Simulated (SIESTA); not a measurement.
# Al under changes of volume

One of the cells (16.669 Å³/atom); the others are scaled copies at fixed shape and fractional positions:

```xyz
2
Lattice="2.8125 0.0000 0.0000 -1.4062 2.4357 0.0000 0.0000 0.0000 4.8669" Properties=species:S:1:pos:R:3 pbc="T T T"
Al    0.0000    1.6238    1.2167
Al    1.4062    0.8119    3.6501
```

This isn't the form of Al at room conditions, which is fcc.

| Quantity | Value |
| --- | --- |
| Program | SIESTA 5.4.2 |
| Functional | LDA |
| Potentials or basis | PseudoDojo 0.4 standard (LDA files) |
| Basis | DZP (energy shift 0.003 Ry) |
| Grid cutoff | 500 Ry |
| Energy shift | 0.003 Ry |
| k mesh | 11 × 11 × 6 |
| Occupations | fermi-dirac, width 0.05 eV |
| Spin | no spin polarisation |

```csv
volume (Å³/atom),energy over the lowest point (meV/atom),pressure (GPa)
15.669,1.92,1.9
16.003,0.00,0.0
16.336,1.85,-1.7
16.669,7.00,-3.2
17.003,?,?
17.336,25.65,-5.6
17.670,38.49,-6.6
```

Task: What does the run at 17.003 Å³/atom give?

Result: Energy over the lowest point 15.05 meV/atom; pressure -4.5 GPa.

Worked out: A Birch-Murnaghan fit of order 3 (a polynomial in V^(-2/3)) to the other rows has its minimum at 16.00 Å³/atom with B0 = V·E''(V) = 87 GPa and B' = 5.3 at fixed shape and positions, which overstates the stiffness. It gives 15.07 meV/atom at 17.003 Å³/atom, against the run's 15.05, and -dE/dV = -4.5 GPa, against -4.5.

Energies are extrapolated to zero smearing.

Caveats: the basis of atomic orbitals isn't converged, which shifts pressures, moduli and gaps.
